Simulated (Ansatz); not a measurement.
# CdTe: the cost of one run

Computed with Ansatz 0.2.0 (DFT PBEsol, scalar-relativistic, unless a step's input says otherwise).

**1. The starting structure**

The structure is orthorhombic, space group Cmcm (No. 63). Conventional cell: a = 6.131 Å, b = 6.189 Å, c = 6.091 Å, α = 90.00°, β = 90.00°, γ = 90.00°. Cd (site symmetry m2m) has 6 Te at 3.03 to 3.16 Å as nearest neighbours. Around Te (site symmetry m2m) lie 6 Cd at 3.03 to 3.16 Å.

Coordinates:

```cif
data_structure
_symmetry_space_group_name_H-M 'P 1'
_symmetry_Int_Tables_number 1
_cell_length_a 4.3558
_cell_length_b 4.3558
_cell_length_c 6.0907
_cell_angle_alpha 90.000
_cell_angle_beta 90.000
_cell_angle_gamma 90.545
_cell_volume 115.55
loop_
_atom_site_label
_atom_site_type_symbol
_atom_site_fract_x
_atom_site_fract_y
_atom_site_fract_z
_atom_site_occupancy
Cd1 Cd 0.27703 0.72297 0.75000 1
Cd2 Cd 0.72297 0.27703 0.25000 1
Te1 Te 0.76614 0.23386 0.75000 1
Te2 Te 0.23386 0.76614 0.25000 1
```

Atoms are numbered in the order of the input: Cd1, Cd2, Te3, Te4.

**2. Volume × 0.94, LAPW**

The input, input.yaml:

```yaml
crystal:
  lattice:
    - [3.0027164828, -3.0314359883, 0.0]
    - [3.0027164828, 3.0314359883, 0.0]
    - [0.0, 0.0, 5.9663180922]
  atoms:
    - { symbol: Cd, position: [0.27703, 0.72297, 0.75] }
    - { symbol: Cd, position: [0.72297, 0.27703, 0.25] }
    - { symbol: Te, position: [0.766137, 0.233863, 0.75] }
    - { symbol: Te, position: [0.233863, 0.766137, 0.25] }
kpoints:
  mp_grid: { grid: [9, 9, 6] }
  band_path:
    path:
      - [0.0, 0.0, 0.0]
      - [-0.5, 0.5, 0.0]
      - [-0.4952854913, 0.5047145087, 0.0]
      - [0.4952854913, 0.4952854913, 0.0]
      - [0.0, 0.0, 0.0]
      - [0.0, 0.0, 0.5]
      - [0.4952854913, 0.4952854913, 0.5]
      - [-0.4952854913, 0.5047145087, 0.5]
      - [-0.5, 0.5, 0.5]
    npoints: 5
scf:
  occupations: { method: fermi_dirac, width: 0.05 }
hamiltonian:
  xc: pbesol
  pseudopotentials: { kind: all_electron, lapw: { basis_error: 0.001 } }
output:
  forces: true
  stress: true
  eigenvalues: true
```

Launch:

```bash
$ ansatz run input.yaml --threads 1 --pin off --max-ram 6144MiB --backend cpu --events-out ev --progress --plain --runs-dir out
```

**Question.** How long does this run take on 1 thread of Arm Neoverse V1, shared host, and how much memory does it need?

About 2.1 min, with a peak of 0.95 GiB.
